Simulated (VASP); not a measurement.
TaS2, 3 atoms in the cell. Symmetry: P-3m1, No. 164, trigonal system. Conventional cell: a = 3.350 Å, b = 3.350 Å, c = 5.860 Å, α = 90.00°, β = 90.00°, γ = 120.00°. Around Ta (site symmetry -3m) lie 6 S at 2.43 Å. Around S (site symmetry 3m) lie 3 Ta at 2.43 Å. 

| Property | Result |
| --- | --- |
| Program | VASP 6.6.1 |
| Task | band structure |
| Functional | MS2 |
| Potentials or basis | VASP PAW PBE potentials, release 64 (Ta_pv, S) |
| Cutoff | 520 eV |
| k mesh | 9 × 9 × 5 |
| Occupations | fermi-dirac, width 0.05 eV |
| Spin | no spin polarisation |
| Further INCAR settings | ALGO = Normal; EDIFF = 1e-07 |

Potentials or basis: VASP PAW PBE potentials, release 64 (Ta_pv, S).

Command:

```sh
$ cat potpaw_PBE.64/Ta_pv/POTCAR potpaw_PBE.64/S/POTCAR > POTCAR
$ mpirun -np 1 vasp_std > vasp.out
```

Hardware: 1 thread of Intel(R) Xeon(R) 6975P-C (Granite Rapids), with other jobs on the host.

Q: Estimate the wall time of this run.

A: Wall time 4.3 min on 1 thread of Intel(R) Xeon(R) 6975P-C (Granite Rapids), with other jobs on the host, peak memory 0.23 GiB. Counts: scf iterations 60, k points 50.
